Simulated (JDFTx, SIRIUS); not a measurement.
# C: 3 runs at one level of theory

```
C
1.0
     0.00000    1.78337    1.78337
     1.78337    0.00000    1.78337
     1.78337    1.78337    0.00000
C
2
Direct
  0.75000 0.75000 0.75000
  0.50000 0.50000 0.50000
```

Alike in all runs: task single point; functional LDA; k mesh 13 × 13 × 13; occupations fermi-dirac, width 0.05 eV; no spin polarisation; no spin-orbit coupling. LDA stands for any of its common fits. Pressure is positive in compression and, in plane waves, holds the error of the finite cutoff.

| program and potentials | plane-wave cutoff (eV) | notes | pressure (GPa) |
| --- | --- | --- | --- |
| JDFTx, PseudoDojo-SR-LDA-0.4.1-standard | 1116 | - | -11.21 |
| SIRIUS, PseudoDojo 0.4.1 PBE standard (scalar relativistic) | 1127 | potentials made for PBE | -4.97 |
| JDFTx, SG15-PBE-1.2 with smoothed tails | 1361 | potentials made for PBE | -3.00 |

The pressure spans -11.21 (JDFTx, PseudoDojo-SR-LDA-0.4.1-standard) to -3.00 GPa (JDFTx, SG15-PBE-1.2 with smoothed tails).

The functional is the same throughout but for its coding, so the spread measures potentials, basis and numerics; runs on potential files found faulty are left out.

All three runs put diamond under tension at this volume, so each would relax to a smaller cell. This is the expected LDA behaviour: the cell is close to the experimental one, and LDA overbinds the sp³ carbon network, favouring slightly shorter C–C bonds. Because the covalent framework is so stiff, even a small mismatch in bond length produces a pressure of several GPa.

The tension is strongest, at -11.21 GPa, with the potential generated for LDA, and clearly weaker with both PBE-derived potentials. This probably reflects the frozen 1s core and its screening: unscreening with one functional and rescreening with another leaves an inconsistent core–valence exchange-correlation contribution, which here appears to offset part of the LDA contraction. The LDA-derived value is therefore the better guide to the functional's own behaviour, and the smaller magnitudes of the other two shouldn't be read as a better description of diamond. The remaining difference between the PBE-derived runs can't be assigned to potential construction alone, since program and cutoff change as well.
